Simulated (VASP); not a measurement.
# SiC: single point with PBEsol

The system is SiC.

```
Si C
1.0
    -0.01024    2.16691    2.18658
     2.16691   -0.01024    2.18658
     2.15667    2.15667    0.00000
Si C
1 1
Cartesian
  0.0000 0.0000 -0.0021
  1.0783 1.0783 1.0954
```

The cell was built by a generator and isn't the measured one.

```
Program             : VASP 6.6.1
Task                : single point
Functional          : PBEsol
Potentials or basis : VASP PAW PBE potentials, release 64 (Si, C)
Cutoff              : 520 eV
k mesh              : 10 × 10 × 10
Occupations         : gaussian, width 0.01 eV
Spin                : no spin polarisation
```

| Property | Result |
| --- | --- |
| Pressure | 1.9 GPa |
| Band gap on the k mesh | 1.13 eV, indirect (least direct gap 4.35 eV) |

Forces in eV/Å, atoms in the order of the input:
```
Si   0.000  0.000 -0.002
C    0.000  0.000  0.002
```

Stress tensor (GPa, compression positive):
```
2.68 2.37 0.00
2.37 2.68 0.00
0.00 0.00 0.34
```

Levels at points of the mesh, in eV from the valence-band top:
| k point | band 1 | band 2 | band 3 | band 4 | band 5 | band 6 | band 7 | band 8 | band 9 |
| --- | --- | --- | --- | --- | --- | --- | --- | --- | --- |
| (0.00, 0.00, 0.00) | -15.56 | -0.11 | -0.10 | 0.00 | 6.18 | 7.11 | 7.26 | 7.32 | 14.29 |
| (0.50, 0.00, 0.00) | -11.96 | -8.73 | -1.17 | -1.02 | 5.42 | 7.05 | 7.25 | 9.91 | 16.02 |
| (0.50, 0.50, 0.00) | -10.50 | -8.01 | -3.32 | -3.14 | 1.21 | 4.27 | 13.99 | 14.01 | 14.62 |
| (0.00, 0.00, 0.50) | -11.89 | -8.70 | -1.20 | -1.12 | 5.30 | 7.03 | 7.09 | 9.86 | 16.02 |
| (0.50, 0.00, 0.50) | -10.43 | -7.89 | -3.33 | -3.32 | 1.13 | 4.10 | 13.81 | 14.08 | 14.78 |

It took 63 s on 1 thread of AMD EPYC 7R43 64-Core Processor (Zen 3), on a shared host, peak memory 0.12 GiB.

Caveat: the PAW data sets were made with another functional, which shifts forces and pressure a little. A k mesh can miss the band edges.
